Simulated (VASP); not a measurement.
Write the native input for VASP 6.6.1 that does the following.

```
Task                   : relaxation of cell and atoms
Functional             : PBEsol
Potentials or basis    : VASP PAW PBE potentials, release 64 (Sr_sv, Ti_sv, O)
Cutoff                 : 600 eV
k mesh                 : 8 × 8 × 8
Occupations            : gaussian, width 0.02 eV
Spin                   : no spin polarisation
Further INCAR settings : ALGO = Normal; EDIFF = 1e-06; IBRION = 2; EDIFFG = -0.005; NSW = 60; ISIF = 3
```

The structure of SrTiO3 lies in POSCAR:

```
SrTiO3
1.0
    3.9000000000      0.0000000000      0.0000000000
    0.0000000000      3.9000000000      0.0000000000
    0.0000000000      0.0000000000      3.9000000000
Sr Ti O
1 1 3
Direct
    0.0000000000      0.0000000000      0.0000000000
    0.5000000000      0.5000000000      0.5000000000
    0.5000000000      0.5000000000      0.0000000000
    0.0000000000      0.5000000000      0.5000000000
    0.5000000000      0.0000000000      0.5000000000
```

The cell was built by a generator and needn't be a form met in nature.

These files were run (other wordings do the same):

INCAR

```
SYSTEM = SrTiO3
PREC = Accurate
ENCUT = 600
EDIFF = 1E-6
ISMEAR = 0
SIGMA = 0.02
LREAL = .FALSE.
LASPH = .TRUE.
NELM = 120
ALGO = Normal
ISIF = 3
LWAVE = .FALSE.
LCHARG = .FALSE.
GGA = PS
IBRION = 2
NSW = 60
EDIFFG = -0.005
KPAR = 2
```

KPOINTS

```
regular mesh
0
G
  8 8 8
  0 0 0
```

Potentials or basis: VASP PAW PBE potentials, release 64 (Sr_sv, Ti_sv, O).

Command:

```console
$ cat potpaw_PBE.64/Sr_sv/POTCAR potpaw_PBE.64/Ti_sv/POTCAR potpaw_PBE.64/O/POTCAR > POTCAR
$ mpirun -np 2 vasp_std > vasp.out
```

It gave:

The relaxed volume is 11.82 Å³/atom and the relaxed cell is a = 3.895 Å, b = 3.895 Å, c = 3.895 Å, α = 90.00°, β = 90.00°, γ = 90.00°. The space group after relaxing (to 0.05 Å) is Pm-3m (No. 221), the energy gained by relaxing is 0.1 meV/atom and the ionic steps are 3. The pressure after relaxing is 0.0 GPa and the band gap on the k mesh is 1.82 eV, indirect (least direct gap 2.17 eV).

Caveat: the PAW data sets were made with another functional, which shifts forces and pressure a little.

Wall time 30 s on 2 MPI ranks on AMD EPYC 9R45 96-Core Processor (Zen 5), on a shared host, peak memory 0.21 GiB a rank.
